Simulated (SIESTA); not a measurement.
The system is BeTe.

```xyz
2
Lattice="0.0000 2.7700 2.7700 2.7700 0.0000 2.7700 2.7700 2.7700 0.0000" Properties=species:S:1:pos:R:3 pbc="T T T"
Te    4.1550    4.1550    4.1550
Be    0.0000    0.0000    0.0000
```

Base run:

| Item | Value |
| --- | --- |
| Program | SIESTA 5.4.2 |
| Functional | PBE |
| Potentials or basis | PseudoDojo 0.4 standard (PBE files) |
| Basis | TZDP (energy shift 0.003 Ry; two zetas on semicore shells) |
| Grid cutoff | 800 Ry |
| Energy shift | 0.003 Ry |
| k mesh | 8 × 8 × 8 |
| Occupations | fermi-dirac, width 0.05 eV |
| Spin | no spin polarisation |

Its results: band gap on the k mesh 1.87 eV, indirect (least direct gap 3.61 eV); pressure 4.5 GPa.

The run is repeated on the same cell with these changes: basis from TZDP (energy shift 0.003 Ry; two zetas on semicore shells) to TZP (energy shift 0.003 Ry; two zetas on semicore shells). What comes out?

Band gap on the k mesh 1.95 eV, indirect (least direct gap 3.57 eV); pressure 3.7 GPa.

Caveats: short orbitals over semicore shells can move pressures by several GPa; spin-orbit coupling is left out, which moves the levels of the heavy elements; the basis of atomic orbitals isn't converged, which shifts pressures, moduli and gaps.
